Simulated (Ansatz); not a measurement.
# Ta, omega (AlB2-type): how the functional moves the structure

All rows: Ansatz, plane waves with scalar-relativistic PAW, 420 eV (500 eV for the SCAN forms), relaxed under each functional, no dispersion correction, no zero-point motion. B₀ comes from uniform scaling at fixed shape; a dash is a value not given.

```tsv
functional	V (Å³/atom)	cell	B₀ (GPa)	magnetic state	ΔE to bcc (meV/atom)
PBE	18.65	a = 4.864 Å, c = 2.731 Å (c/a = 0.561)	185	spin not included	225
r²SCAN	18.41	a = 4.849 Å, c = 2.712 Å (c/a = 0.559)	191	spin not included	221
LDA	17.53	a = 4.766 Å, c = 2.674 Å (c/a = 0.561)	207	spin not included	237
revPBE	18.89	a = 4.885 Å, c = 2.743 Å (c/a = 0.562)	179	spin not included	222
RPBE	18.99	a = 4.893 Å, c = 2.747 Å (c/a = 0.561)	177	spin not included	220
BLYP	19.26	a = 4.922 Å, c = 2.754 Å (c/a = 0.560)	172	spin not included	201
```

Q: What does PBEsol give?

A: V (Å³/atom): 18.00; cell: a = 4.806 Å, c = 2.699 Å (c/a = 0.562); B₀ (GPa): 197; magnetic state: spin not included; ΔE to bcc (meV/atom): 234.
